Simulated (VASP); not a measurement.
Input of a VASP 6.6.1 run:

Contents of INCAR:

```
ALGO = Normal ; EDIFF = 1E-7
EDIFFG = -0.005 ; ENCUT = 600
GGA = PS ; IBRION = 2
ISIF = 3 ; ISMEAR = 0
LASPH = True ; LCHARG = False
LREAL = False ; LWAVE = False
NELM = 80 ; NSW = 90
PREC = Accurate ; SIGMA = 0.03
```

The input KPOINTS:

```
k-points
0
Gamma
  8 8 8
```

Contents of POSCAR:

```
PbSe                                    
1.0
    0.0000000000      3.0519897477      3.0519897477
    3.0519897477      0.0000000000      3.0519897477
    3.0519897477      3.0519897477      0.0000000000
  Se              Pb            
     1     1
Direct
     0.5000000000000000    0.5000000000000000    0.5000000000000000
     0.0000000000000000    0.0000000000000000    0.0000000000000000
```

Potentials or basis: VASP PAW PBE potentials, release 64 (Se, Pb_d).

Run with:

```console
$ cat potpaw_PBE.64/Se/POTCAR potpaw_PBE.64/Pb_d/POTCAR > POTCAR
$ mpirun -np 1 vasp_std > vasp.out
```

Q: Estimate the band gap on the k mesh.

A: 0.17 eV, direct.

Final structure:
```
Se Pb
1.0
     0.00000    3.05199    3.05199
     3.05199    0.00000    3.05199
     3.05199    3.05199    0.00000
Se Pb
1 1
Direct
  0.50000 0.50000 0.50000
  0.00000 0.00000 0.00000
```

Caveat: the relaxation stopped at its first step, so nothing moved; spin-orbit coupling is left out, which as a rule narrows the gap of such compounds by several tenths of an eV. A k mesh can miss the band edges.
